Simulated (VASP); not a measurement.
SnO2: equation of state with PBE

Crystal: SnO2.

```
Sn O
1.0
     3.02327    0.00000    0.00000
     0.00000    4.96468    0.00000
     0.00000    0.00000    5.97696
Sn O
1 2
Direct
  0.50000 0.50000 0.00000
  0.00000 0.50000 0.77572
  0.00000 0.50000 0.22428
```

The cell was built by a generator and needn't be a form met in nature.

```json
{
  "Program": "VASP 6.6.1",
  "Task": "equation of state",
  "Functional": "PBE",
  "Potentials or basis": "VASP PAW PBE potentials, release 64 (Sn_d, O)",
  "Cutoff": "520 eV",
  "k mesh": "9 × 6 × 5",
  "Occupations": "fermi-dirac, width 0.05 eV",
  "Spin": "no spin polarisation",
  "Further INCAR settings": "ALGO = Normal; EDIFF = 1e-07; NBANDS = 20"
}
```

```yaml
Equilibrium_volume: 30.34 Å³/atom
Bulk_modulus_at_fixed_shape_and_positions: 56 GPa
Pressure_derivative_of_the_bulk_modulus: 4.6
```

Energy against volume, from the lowest point:
```csv
volume (Å³/atom),energy (meV/atom)
28.110,33.04
28.708,16.98
29.306,6.49
29.904,1.01
30.502,0.00
31.100,2.99
31.698,9.57
```

All runs of the series together: 4.2 min on 1 thread of Intel(R) Xeon(R) 6975P-C (Granite Rapids), on a shared host.

Caveat: the cell was scaled at fixed shape and fractional positions, which overstates the stiffness of a crystal with free parameters, most of all of layers and chains.
